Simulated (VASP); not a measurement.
Input of a VASP 6.6.1 run:

The input INCAR:

```
SYSTEM = SnGe2
  PREC = Normal
  ENCUT = 520
  EDIFF = 1E-4
  ISMEAR = 0
  SIGMA = 0.15
  LREAL = .False.
  LASPH = .True.
  NELM = 60
  ALGO = Fast
  ISIF = 3
  LWAVE = .False.
  LCHARG = .False.
  GGA = PE
  IBRION = 2
  NSW = 24
  EDIFFG = -0.08
```

KPOINTS

```
Automatic mesh
0
Gamma
  7 7 7
  0 0 0
```

Contents of POSCAR:

```
SnGe2
1.0
   -2.2074117300      2.2074117300      2.7678329200
    2.2074117300     -2.2074117300      2.7678329200
    2.2074117300      2.2074117300     -2.7678329200
Sn Ge
1 2
Direct
    0.0000000000      0.0000000000      0.0000000000
    0.7500000000      0.2500000000      0.5000000000
    0.2500000000      0.7500000000      0.5000000000
```

Potentials or basis: VASP PAW PBE potentials, release 64 (Sn_d, Ge_d).

The run is started by

```sh
$ cat potpaw_PBE.64/Sn_d/POTCAR potpaw_PBE.64/Ge_d/POTCAR > POTCAR
$ mpirun -np 1 vasp_std > vasp.out
```

Q: Estimate the space group after relaxing (to 0.05 Å).

A: I4/mmm (No. 139).

Q: Estimate the relaxed cell.

A: a = 4.658 Å, b = 4.658 Å, c = 4.658 Å, α = 111.88°, β = 111.88°, γ = 104.75°.

Final structure:
```yaml
crystal:
  lattice:
    - [-2.60884, 2.60884, 2.84358]
    - [2.60884, -2.60884, 2.84358]
    - [2.60884, 2.60884, -2.84358]
  atoms:
    - { symbol: Sn, position: [0.00000, 0.00000, 0.00000] }
    - { symbol: Ge, position: [0.75000, 0.25000, 0.50000] }
    - { symbol: Ge, position: [0.25000, 0.75000, 0.50000] }
```
